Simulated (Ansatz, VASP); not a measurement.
# Au: VASP beside Ansatz

```xyz
2
Lattice="2.6572 0.0000 0.0000 -1.3286 2.3012 0.0000 0.0000 0.0000 5.8128" Properties=species:S:1:pos:R:3 pbc="T T T"
Au    0.0000    1.5341    4.3596
Au    1.3286    0.7671    1.4532
```

Alike in both runs: task single point; functional PBE; k mesh 24 × 24 × 12; occupations gaussian, width 0.15 eV; no spin polarisation.

|  | VASP | Ansatz |
| --- | --- | --- |
| version | VASP 6.6.1 | Ansatz 0.2.0 |
| potentials or method | VASP PAW PBE potentials, release 64 (Au) | scalar-relativistic, plane waves, PAW |
| plane-wave cutoff (eV) | 520 | 420 |
| valence electrons in the cell | 22 | 38 |

|  | VASP | Ansatz | Ansatz less VASP |
| --- | --- | --- | --- |
| gap on the k mesh at the Fermi level (eV) | none | none | - |
| pressure (GPa) | 19.1 | 19.5 | +0.31 |
| largest component of the traceless stress (GPa) | 17.86 | 18.04 | +0.174 |

A gap of «none» marks a metal or a gap that the smearing closes. With one functional, cell and mesh, what is left measures potentials, basis and numerics. The two sets of potentials don't hold the same shells in valence.

Caveats: so large a pressure means that the cell lies far from this level's equilibrium, or that cutoff or potentials fall short (VASP). The runs have no spin-orbit coupling, so splittings on Au are missing.
